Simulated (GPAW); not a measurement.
# TiO (P-6m2) in GPAW: band structure with r2SCAN

Aim: the band structure of TiO with r2SCAN.

All numbers are computed with GPAW 26.7.0; they aren't measurements. Logs are shortened: lines on timing, memory, paths and dates and some standing lists are left out, and cuts for length are marked. The log counts tension as positive stress, the text compression.

**1. The crystal as given**

The structure is hexagonal, space group P-6m2 (No. 187). The conventional cell has a = 3.031 Å, b = 3.031 Å, c = 3.238 Å, α = 90.00°, β = 90.00°, γ = 120.00°. Ti (site symmetry -6m2) is surrounded by 6 O at 2.38 Å. O (site symmetry -6m2) has 6 Ti at 2.38 Å as nearest neighbours.

**2. Band structure, r2SCAN**

Contents of run.py:

```python
from ase.dft.bandgap import bandgap
from ase.io import read, write
from ase.units import Bohr, GPa
from gpaw import GPAW, PW
from gpaw.elf import elf_from_dft_calculation

atoms = read('TiO.xyz')

calc = GPAW(mode=PW(800),
            xc='MGGA_X_R2SCAN+MGGA_C_R2SCAN',
            kpts={'size': (10, 10, 8), 'gamma': True},
            occupations={'name': 'fermi-dirac', 'width': 0.05},
            nbands=19,
            convergence={'density': 1e-05, 'energy': 1e-05},
            maxiter=150,
            txt='gpaw.txt')
atoms.calc = calc
energy = atoms.get_potential_energy()
forces = atoms.get_forces()
stress = atoms.get_stress()
calc.write('gs.gpw')
write('result.traj', atoms)
print(f'Energy: {energy:.6f} eV')
print('Forces (eV/A):')
print(forces.round(4))
print('Stress (GPa):', (stress / GPa).round(3))
print('Fermi level:', round(calc.get_fermi_level(), 4), 'eV')
print(f'Gap: {bandgap(calc)[0]:.4f} eV, direct: {bandgap(calc, direct=True)[0]:.4f} eV')

# fields on the real-space grid
write('density.cube', atoms, data=calc.get_pseudo_density() * Bohr**3)
write('potential.cube', atoms, data=calc.get_electrostatic_potential())
write('elf.cube', atoms, data=elf_from_dft_calculation(calc).data)

path = atoms.cell.bandpath('GMKGALHA,LM,KH', npoints=100, eps=1e-4)
bs_calc = calc.fixed_density(kpts=path, symmetry='off', nbands=28,
                             convergence={'bands': 'CBM+6.0', 'eigenstates': 1e-6}, txt='bands.txt')
bs = bs_calc.band_structure()
bs.write('bs.json')
print(f'Gap on the path: {bandgap(bs_calc)[0]:.4f} eV')
```

Contents of TiO.xyz:

```xyz
2
Lattice="3.0310000000 0.0000000000 0.0000000000 -1.5155000000 2.6249229989 0.0000000000 0.0000000000 0.0000000000 3.2377000000" Properties=species:S:1:pos:R:3 pbc="T T T"
Ti     1.5155000002      0.8749743329      0.0000000000
O      0.0000000000      0.0000000000      1.6188500000
```

Potentials or basis: GPAW PAW data sets (gpaw-data 1.2.1), pw.

Started as:

```console
$ OMP_NUM_THREADS=1 python run.py
```

gpaw.txt:

```text
__  _  _
 | _ |_)|_||  |
 |__||  | ||/\| - 26.7.0

Input parameters:
  mode=PW(ecut=800.0),
  convergence={'density': 1e-05, 'energy': 1e-05},
  kpts=MonkhorstPack(size=(10, 10, 8), gamma=True),
  maxiter=150,
  nbands=19,
  occupations=Occupations(name='fermi-dirac', width=0.05),
  xc=XC(name='MGGA_X_R2SCAN+MGGA_C_R2SCAN')

Diagonalizing LCAO Hamiltonian
Converting LCAO to pw mode

       O

            Ti

Atoms  # Å, Bohr magnetons
|   | symbol |        x |        y |        z |    initial magnetic moments |
|---|--------|----------|----------|----------|-----------------------------|
| 0 |     Ti | 1.515500 | 0.874974 | 0.000000 | ( 0.0000,  0.0000,  0.0000) |
| 1 |      O | 0.000000 | 0.000000 | 1.618850 | ( 0.0000,  0.0000,  0.0000) |

Unit cell  # Å
| periodic |         x |        y |        z |  lengths |     angles |
|----------|-----------|----------|----------|----------|------------|
|      yes |  3.031000 | 0.000000 | 0.000000 | 3.031000 |  90.000000 |
|      yes | -1.515500 | 2.624923 | 0.000000 | 3.031000 |  90.000000 |
|      yes |  0.000000 | 0.000000 | 3.237700 | 3.237700 | 120.000000 |

Number of symmetries: 12
Symmetry operations  # r_c * U_cc + t_c -> r_c
|    | kind |            matrix            |
|----|------|------------------------------|
|  0 |  σ   |  1, 1, 0,  0,-1, 0,  0, 0, 1 |
|  1 |  C2  |  1, 1, 0,  0,-1, 0,  0, 0,-1 |
|  2 |  E   |  1, 0, 0,  0, 1, 0,  0, 0, 1 |
|  3 |  σ   |  1, 0, 0,  0, 1, 0,  0, 0,-1 |
|  4 |  C3  |  0, 1, 0, -1,-1, 0,  0, 0, 1 |
|  5 |  S3  |  0, 1, 0, -1,-1, 0,  0, 0,-1 |
|  6 |  σ   |  0,-1, 0, -1, 0, 0,  0, 0, 1 |
|  7 |  C2  |  0,-1, 0, -1, 0, 0,  0, 0,-1 |
|  8 |  σ   | -1, 0, 0,  1, 1, 0,  0, 0, 1 |
|  9 |  C2  | -1, 0, 0,  1, 1, 0,  0, 0,-1 |
| 10 |  C3  | -1,-1, 0,  1, 0, 0,  0, 0, 1 |
| 11 |  S3  | -1,-1, 0,  1, 0, 0,  0, 0,-1 |

BZ-sampling:
  Number of BZ points: 800
  Number of IBZ points: 70

  Monkhorst-Pack size: [10, 10, 8]
  Monkhorst-Pack shift: [0.05, 0.05, 0.0625]

K-points  # in reciprocal-cell coordinates
|     |                                coordinates |     weight |
|-----|--------------------------------------------|------------|
|   0 | (  0.00000000,   0.00000000,   0.00000000) | 0.00125000 |
|   1 | (  0.00000000,   0.00000000,   0.12500000) | 0.00250000 |
|   2 | (  0.00000000,   0.00000000,   0.25000000) | 0.00250000 |
|   3 | (  0.00000000,   0.00000000,   0.37500000) | 0.00250000 |
|   4 | (  0.00000000,   0.00000000,   0.50000000) | 0.00125000 |
|   5 | (  0.10000000,   0.00000000,   0.00000000) | 0.00750000 |
|   6 | (  0.10000000,   0.00000000,   0.12500000) | 0.01500000 |
|   7 | (  0.10000000,   0.00000000,   0.25000000) | 0.01500000 |
|   8 | (  0.10000000,   0.00000000,   0.37500000) | 0.01500000 |
|   9 | (  0.10000000,   0.00000000,   0.50000000) | 0.00750000 |
| ... |                                            |            |
|  69 | (  0.50000000,   0.50000000,   0.50000000) | 0.00375000 |

Plane wave coefficients: 1334
Cutoff: 800.0 eV

Spin-components: 1 (collinear spins)
Bands:           19
Projectors:      11
Spin-degeneracy: 2
Datatype:        complex128

Parallelization:
  kpt:    1
  domain: 1
  band:   1

Density:
  Valence electrons: 18.0
  Components: 1
  Grid points: [20 20 24]
  Charge: 0.0  # |e|

Potential:
  Grid points: [20 20 24]

species:
  Ti:
    name:    Titanium
    Z:       22.0
    valence: 12
    core:    10
    charge:  0.0  # [|e|]
    compensation charges:
      type: gauss
      rc: 0.38  # [Å]
      lmax: 2
    cutoffs:
      filter: 2.23  # [Å]
      core: 1.02  # [Å]
    projectors
    | kind |    occ | energy [eV] | rcut [Å] |
    |------|--------|-------------|----------|
    |   3s |  2.000 |     -62.623 |    1.270 |
    |   4s |  2.000 |      -4.466 |    1.270 |
    |   3p |  6.000 |     -38.862 |    1.058 |
    |   4p |  0.000 |      -1.466 |    1.058 |
    |   3d |  2.000 |      -4.258 |    1.058 |
    |    d |        |      22.953 |    1.058 |

    Using partial waves for Ti as LCAO basis

  O:
    name:    Oxygen
    Z:       8.0
    valence: 6
    core:    2
    charge:  0.0  # [|e|]
    compensation charges:
      type: gauss
      rc: 0.21  # [Å]
      lmax: 2
    cutoffs:
      filter: 1.17  # [Å]
      core: 0.83  # [Å]
    projectors
    | kind |    occ | energy [eV] | rcut [Å] |
    |------|--------|-------------|----------|
    |   2s |  2.000 |     -23.961 |    0.688 |
    |   2p |  4.000 |      -9.029 |    0.598 |
    |    s |        |       3.251 |    0.688 |
    |    p |        |      18.182 |    0.598 |
    |    d |        |       0.000 |    0.619 |

    Using partial waves for O as LCAO basis

Reference energy: -25264.866583  # eV

eigensolver:
  PPCG
  Converge bands: occupied
  niter=2

density mixing:
  MSR1-Mixer
  Pratt-step length: 0.05
  Maximum mixing coefficient: 0.75
  Old densities: 10
  SVD Regularization: 0.005
  Good broyden scale: 1.0
  Trust region scale: 1.0
  Backstep threshold: 4.0
  History deletion threshold: 6.0
  Fourier metric: weight=20.0, sigma=0.015

occupation numbers:
  Fermi-Dirac:
    width: 0.0500  # eV

poisson solver:
  ecut: 6400.0  # eV

xc functional:
  name: MGGA_X_R2SCAN+MGGA_C_R2SCAN with 2 nearest neighbor stencil

convergence criteria:
- Maximum integral of absolute [dens]ity change: 1e-05 electrons / valence electron
- Maximum [total energy] change in last 3 cyles: 1e-05 eV / valence electron
- Maximum integral of absolute [eigenst]ate change: 4e-08 eV^2 / valence electron
maximum number of iterations: 150

SCF iterations
|iter     | |      energy | eigst |  dens |
|---------|-|-------------|-------|-------|
|iter:   1| |  -29.744313 | +0.04 |       |
|iter:   2| |  -22.616659 | -1.64 | -0.98 |
|iter:   3| |  -22.523973 | -1.07 | -1.02 |
|iter:   4| |  -21.938679 | -0.87 | -1.19 |
|iter:   5| |  -21.933090 | -3.06 | -1.73 |
|iter:   6| |  -21.938141 | -3.40 | -2.13 |
|iter:   7| |  -21.938275 | -4.85 | -3.00 |
|iter:   8| |  -21.938290c| -5.94 | -3.48 |
|iter:   9| |  -21.938290c| -7.28 | -4.03 |
|iter:  10| |  -21.938290c| -7.90c| -4.84 |
|iter:  11| |  -21.938290c| -8.61c| -5.45c|

Converged in 11 steps
Energy contributions relative to reference atoms: (reference = -25264.866583)

Energy contributions:
  Kinetic:          -5.081230
  Coulomb:           0.843407
  Zero:              0.022936
  External:          0.000000
  Xc:              -17.723216
  Entropy:          -0.000376
  Spinorbit:         0.000000
  ----------------------------
  Free energy:     -21.938478
  Extrapolated:    -21.938290

dipole moment: (-1.741663, -8.842784, -10.309699)  # |e|*Ang

Fermi level: 8.033
Eigenvalues  # (at kpt = [0.000, 0.000, 0.000])
| band index |      eig [eV] | occ [0-2] |
|------------|---------------|-----------|
|          0 |       -52.415 |     2.000 |
|          1 |       -27.630 |     2.000 |
|          2 |       -27.349 |     2.000 |
|          3 |       -27.349 |     2.000 |
|          4 |       -12.781 |     2.000 |
|          5 |         3.340 |     2.000 |
[... 9 lines left out ...]
|         15 |        23.195 |     0.000 |
|         16 |        24.727 |     0.000 |
|        ... |               |           |
|         18 |        26.459 |     0.000 |

Gap: 0.173 eV
Transition (v -> c):
  (s=0, k=4, n=8, [0.00, 0.00, 0.50]) -> (s=0, k=4, n=9, [0.00, 0.00, 0.50])
No difference between direct/indirect transitions

Forces  # eV/Ang
|        x |       y |       z |
|----------|---------|---------|
|  0.00000 | 0.00000 | 0.00000 |  # Ti   0
| -0.00000 | 0.00000 | 0.00000 |  # O    1

Stress tensor  # eV/Ang^3
|        x |        y |        z |
|----------|----------|----------|
| 0.202312 | 0.000000 | 0.000000 |
| 0.000000 | 0.202312 | 0.000000 |
| 0.000000 | 0.000000 | 0.333753 |

# Writing to gs.gpw (mode='')
```

It took 2.5 min on 1 thread of Arm Neoverse V1, shared host; peak memory 0.38 GiB.

Results:

| Property | Result |
| --- | --- |
| Free energy | -21.9385 eV |
| Pressure | -39.4 GPa |
| Band gap on the k mesh | 0.17 eV, direct |
| Band gap along the path | 0.17 eV, direct |

Levels at the corners of the path, in eV from the valence-band top:
```tsv
point	band 7	band 8	band 9	band 10	band 11	band 12
Γ	-4.01	-4.01	-2.42	0.99	1.09	1.09
M	-5.19	-4.04	-1.63	1.42	1.58	2.15
K	-5.69	-5.17	-0.07	0.62	0.78	1.01
Γ	-4.01	-4.01	-2.42	0.99	1.09	1.09
A	-3.77	-3.77	0.00	0.17	0.17	1.86
L	-6.17	-4.72	-0.87	1.27	1.89	2.26
H	-6.10	-5.10	-0.38	1.40	1.69	2.33
A	-3.77	-3.77	0.00	0.17	0.17	1.86
L	-6.17	-4.72	-0.87	1.27	1.89	2.26
M	-5.19	-4.04	-1.63	1.42	1.58	2.15
K	-5.69	-5.17	-0.07	0.62	0.78	1.01
H	-6.10	-5.10	-0.38	1.40	1.69	2.33
```

Caveat: a pressure of tens of GPa on the cell as given is suspect, and the run, the potentials or the cell itself is likely at fault; the PAW data sets were made with another functional, which shifts forces and pressure a little.
